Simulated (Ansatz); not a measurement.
This script for a G0W0 quasiparticle calculation of Li2Se, space group Fm-3m with Ansatz 0.2.0, Python API holds a mistake.

`gw_li2se.py`:
```python
'''One-shot GW for Li2Se.'''

import ansatz as az

MESH = (4, 4, 4)
FUNCTIONAL = 'pbesol'
SMEARING = 'fixed'


def main() -> None:
    cell = (
        az.Lattice.of([0.0, 3.0025, 3.0025], [3.0025, 0.0, 3.0025], [3.0025, 3.0025, 0.0])
        .atom('Li', [0.25, 0.25, 0.25])
        .atom('Li', [0.75, 0.75, 0.75])
        .atom('Se', [0.0, 0.0, 0.0])
    )

    job = (
        cell.calculation()
        .kpoints(mesh=MESH)
        .basis(18 * az.RY)
        .functional(FUNCTIONAL)
        .occupations(SMEARING)
        .gw(empty_bands=40, screening_cutoff=150, quasiparticle_bands=('v1', 'c1'))
    )
    events = []
    res = job.session().plan().execute(on_event=events.append, runs_dir='gw_run')
    gw = next(e['data'] for e in events if e['event'] == 'gw_qp')
    top = gw['frontier_bands']['highest_filled_band']
    print(' k band    E_KS   Sigma_x  Sigma_c     Vxc      Z    E_QP (eV)')
    for qp in gw['qp']:
        print(f'{qp["ik"]:2d} {qp["band"]:4d} {qp["eps_ks_ev"]:7.3f} {qp["sigma_x_ev"]:9.3f} {qp["sigma_c_at_ks_ev"]:8.3f} {qp["vxc_ev"]:8.3f} {qp["z"]:6.3f} {qp["e_qp_ev"]:8.3f}')
    for key, label in (('eps_ks_ev', 'Kohn-Sham'), ('e_qp_ev', 'G0W0')):
        filled = max(qp[key] for qp in gw['qp'] if qp['band'] <= top)
        empty = min(qp[key] for qp in gw['qp'] if qp['band'] > top)
        print(f'{label} gap on the mesh: {empty - filled:.3f} eV')
    print('static dielectric eigenvalues (RPA, this mesh):', [round(e, 3) for e in gw['screening'][0]['eps_tensor_eigenvalues']])


if __name__ == '__main__':
    main()
```

```console
$ python gw_li2se.py
Traceback (most recent call last):
  File "gw_li2se.py", line 41, in <module>
    main()
    ~~~~^^
  File "gw_li2se.py", line 21, in main
    .basis(18 * az.RY)
                ^^^^^
  ...
ansatz.errors.NameNotExported: module 'ansatz' has no attribute 'RY'. Did you mean: 'Ry'?
```
(Library frames cut from the traceback.)

Find the fault and give the corrected script.

The fault: the package has no unit of that spelling. The correction:

```diff
--- before
+++ after
@@ -20,3 +20,3 @@
         .kpoints(mesh=MESH)
-        .basis(18 * az.RY)
+        .basis(18 * az.Ha)
         .functional(FUNCTIONAL)
```

With that change:

```console
$ python gw_li2se.py
 k band    E_KS   Sigma_x  Sigma_c     Vxc      Z    E_QP (eV)
 0   11   3.332   -17.260    1.940  -14.454  0.792    2.650
 0   12   6.563    -5.817   -3.211   -9.942  0.819    7.307
 1   11   3.040   -16.932    1.967  -14.046  0.791    2.318
 1   12   7.737    -5.659   -3.333  -10.005  0.814    8.556
 2   11   2.803   -16.787    2.019  -13.800  0.790    2.044
 2   12   8.347    -5.445   -3.445   -9.929  0.813    9.186
 3   11   2.492   -16.298    2.022  -13.254  0.789    1.693
 3   12   7.432    -4.899   -3.238   -9.015  0.818    8.145
 4   11   2.286   -16.229    2.077  -13.088  0.788    1.455
 4   12   7.625    -4.368   -3.258   -8.443  0.818    8.289
 5   11   2.766   -16.669    2.002  -13.699  0.789    2.006
 5   12   8.672    -4.463   -3.445   -8.882  0.815    9.458
 6   11   1.881   -15.975    2.160  -12.673  0.787    0.989
 6   12   6.167    -3.841   -3.059   -7.572  0.824    6.719
 7   11   1.550   -15.155    2.100  -11.887  0.784    0.637
 7   12   8.359    -5.372   -3.173   -9.378  0.814    9.034
Kohn-Sham gap on the mesh: 2.835 eV
G0W0 gap on the mesh: 4.069 eV
static dielectric eigenvalues (RPA, this mesh): [4.365, 4.365, 4.365]
```

Notes:
- Total energies depend on the potentials; only differences at equal settings carry meaning. A total without «per atom» is that of the cell as typed.
- Energy and stress may still move on a finer k-point mesh.
- The structure is a deposited one; some such entries were measured under pressure or heat, so a shift against it needn't be the functional's error alone.
- Mesh, empty bands and screening cutoff are small, so the quasiparticle gap isn't converged, and it is read on the mesh points alone. Spin-orbit coupling is left out, which matters for heavy elements.
- Timing: 15 s on 1 thread of Arm Neoverse V1, on a shared host, peak memory 0.45 GiB.
